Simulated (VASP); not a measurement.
**A VASP 6.6.1 single-point calculation on NaF**

INCAR

```
PREC = Accurate
LWAVE = .FALSE.
SIGMA = 0.01
NSW = 0
NELECT = 14.02
IBRION = -1
ENCUT = 520
LCHARG = .FALSE.
NBANDS = 8
LREAL = .FALSE.
ISIF = 2
EDIFF = 1E-7
ALGO = All
METAGGA = R2SCAN
NELM = 120
LASPH = .TRUE.
ISMEAR = 0
```

KPOINTS

```
KPOINTS created by Atomic Simulation Environment
0
Gamma
10 10 10
0 0 0
```

POSCAR

```
Na F
 1.0000000000000000
     0.0000000000000000    2.3574295280999999    2.3574295280999999
     2.3574295280999999    0.0000000000000000    2.3574295280999999
     2.3574295280999999    2.3574295280999999    0.0000000000000000
 Na  F
   1   1
Cartesian
  0.0000000000000000  0.0000000000000000  0.0000000000000000
  2.3574295280999999  2.3574295280999999  2.3574295280999999
```

The recommended PBE PAW datasets give the neutral cell 14 valence electrons.

Command

```
mpirun -np 1 vasp_std
```

OSZICAR

```
N       E                     dE             d eps       ncg     rms           ort
DAV:   1     0.906168241095E+02    0.90617E+02   -0.86911E+03   376   0.221E+03
DAV:   2    -0.131173883294E+02   -0.10373E+03   -0.99780E+02   376   0.336E+02
DAV:   3    -0.160386116929E+02   -0.29212E+01   -0.29212E+01   376   0.769E+01
DAV:   4    -0.160764493403E+02   -0.37838E-01   -0.37838E-01   376   0.958E+00
DAV:   5    -0.160767607887E+02   -0.31145E-03   -0.31145E-03   376   0.590E-01
SDA:   6    -0.114093491317E+02    0.46674E+01   -0.31145E-03   376   0.775E+01   0.000E+00
CGA:   7    -0.123821558926E+02   -0.97281E+00   -0.95361E+00   376   0.352E+00   0.161E-01
CGA:   8    -0.124436343048E+02   -0.61478E-01   -0.61488E-01   376   0.112E+00   0.144E-02
CGA:   9    -0.124718427229E+02   -0.28208E-01   -0.28168E-01   376   0.414E-01   0.616E-03
CGA:  10    -0.124856130964E+02   -0.13770E-01   -0.13942E-01   376   0.167E-01  -0.126E-02
CGA:  11    -0.124896417254E+02   -0.40286E-02   -0.40605E-02   376   0.209E-02  -0.785E-03
CGA:  12    -0.124901588976E+02   -0.51717E-03   -0.52621E-03   376   0.716E-03  -0.182E-03
CGA:  13    -0.124903008301E+02   -0.14193E-03   -0.14200E-03   376   0.121E-03   0.290E-04
CGA:  14    -0.124903327113E+02   -0.31881E-04   -0.31663E-04   376   0.358E-04   0.660E-05
CGA:  15    -0.124903462883E+02   -0.13577E-04   -0.14808E-04   376   0.202E-04  -0.730E-05
CGA:  16    -0.124903494168E+02   -0.31285E-05   -0.31829E-05   376   0.524E-05   0.130E-05
CGA:  17    -0.124903505290E+02   -0.11122E-05   -0.11338E-05   376   0.206E-05   0.671E-06
SDA:  18    -0.124903508345E+02   -0.30547E-06   -0.36708E-06   376   0.732E-06   0.825E-06
 trl  19    -0.124903507922E+02    0.42324E-07   -0.11024E-06   376   0.732E-06   0.583E-06
SDA:  20    -0.124903507636E+02    0.70937E-07   -0.11024E-06   376   0.376E-06   0.508E-06
   1 F= -.12490351E+02 E0= -.12490340E+02  d E =-.212006E-04
```

From OUTCAR

```
k-points           NKPTS =     47   k-points in BZ     NKDIM =     47   number of bands    NBANDS=      8

   NELECT =      14.0200    total number of electrons

   dimension x,y,z NGX =    28 NGY =   28 NGZ =   28
   dimension x,y,z NGXF=    56 NGYF=   56 NGZF=   56

  energy-cutoff  :      520.00
  volume of cell :       26.20
      direct lattice vectors                 reciprocal lattice vectors
     0.000000000  2.357429528  2.357429528    -0.212095418  0.212095418  0.212095418
     2.357429528  0.000000000  2.357429528     0.212095418 -0.212095418  0.212095418
     2.357429528  2.357429528  0.000000000     0.212095418  0.212095418 -0.212095418

 k-points in reciprocal lattice and weights: KPOINTS created by Atomic Simulation Env
   0.00000000  0.00000000  0.00000000       0.001
   0.10000000  0.00000000  0.00000000       0.008
   0.20000000  0.00000000  0.00000000       0.008
   0.30000000  0.00000000  0.00000000       0.008
   0.40000000  0.00000000  0.00000000       0.008
   0.50000000  0.00000000  0.00000000       0.004
   0.10000000  0.10000000  0.00000000       0.006
   0.20000000  0.10000000  0.00000000       0.024
   ...

 E-fermi :   4.3534

 k-point     1 :       0.0000    0.0000    0.0000
  band No.  band energies     occupation
      1     -23.1631      2.00000
      2     -22.6004      2.00000
      3     -22.6000      2.00000
      4     -22.6000      2.00000
      5      -2.9466      2.00000
      6      -2.9465      2.00000
      7      -2.9465      2.00000
      8       3.9083      2.00000

 k-point     2 :       0.1000    0.0000    0.0000
  band No.  band energies     occupation
      1     -23.2265      2.00000
      2     -22.6013      2.00000
      3     -22.6009      2.00000
      4     -22.5252      2.00000
      5      -3.1208      2.00000
      6      -2.9699      2.00000
      7      -2.9698      2.00000
      8       4.2493      2.00000

 k-point     3 :       0.2000    0.0000    0.0000
  band No.  band energies     occupation
      1     -23.3495      2.00000
      2     -22.6037      2.00000
      3     -22.6033      2.00000
      4     -22.3733      2.00000
      5      -3.5286      2.00000
      6      -3.0302      2.00000
      7      -3.0302      2.00000
      8       5.1418      0.00000

 k-point     4 :       0.3000    0.0000    0.0000
  band No.  band energies     occupation
      1     -23.4615      2.00000
      2     -22.6066      2.00000
      3     -22.6063      2.00000
      4     -22.2256      2.00000
      5      -3.9645      2.00000
      6      -3.1038      2.00000
      7      -3.1037      2.00000
      8       6.3329      0.00000

 k-point     5 :       0.4000    0.0000    0.0000
  band No.  band energies     occupation
      1     -23.5356      2.00000
      2     -22.6090      2.00000
      3     -22.6087      2.00000
      4     -22.1227      2.00000
      5      -4.2792      2.00000
      6      -3.1625      2.00000
      7      -3.1624      2.00000
      8       7.5686      0.00000

 k-point     6 :       0.5000    0.0000    0.0000
  band No.  band energies     occupation
      1     -23.5612      2.00000
      2     -22.6099      2.00000
      3     -22.6096      2.00000
      4     -22.0860      2.00000
      5      -4.3924      2.00000
      6      -3.1847      2.00000
      7      -3.1847      2.00000
      8       8.3142      0.00000

 ...

  Total       -0.4728523     -0.4728523     -0.4728523      0.0000000     -0.0000000      0.0000000
  in kB      -28.9127830    -28.9127830    -28.9127830      0.0000000     -0.0000000      0.0000000
  external PRESSURE =     -28.9127830 kB  Pullay stress =       0.0000000 kB

 POSITION                                       TOTAL-FORCE (eV/Angst)
 -----------------------------------------------------------------------------------
      0.00000      0.00000      0.00000         0.000000      0.000000      0.000000
      2.35743      2.35743      2.35743         0.000000     -0.000000     -0.000000
 -----------------------------------------------------------------------------------
    total drift:                                0.000000      0.000000      0.000000

  FREE ENERGIE OF THE ION-ELECTRON SYSTEM (eV)
  ---------------------------------------------------
  free  energy   TOTEN  =       -12.4903507636 eV

  energy  without entropy=      -12.4903295630  energy(sigma->0) =      -12.49034016
```

It converged. Results: pressure -2.9 GPa.

The cell is charged and sits in a uniform background.

For comparison, a separate r²SCAN run of the intended cell, on usual settings and not on those above, gives a gap of 6.89 eV on its mesh and a pressure of -4.1 GPa.

The run above took about 82 s on one core of a shared host (Intel Xeon Platinum 8488C) and held 0.16 GiB at most.
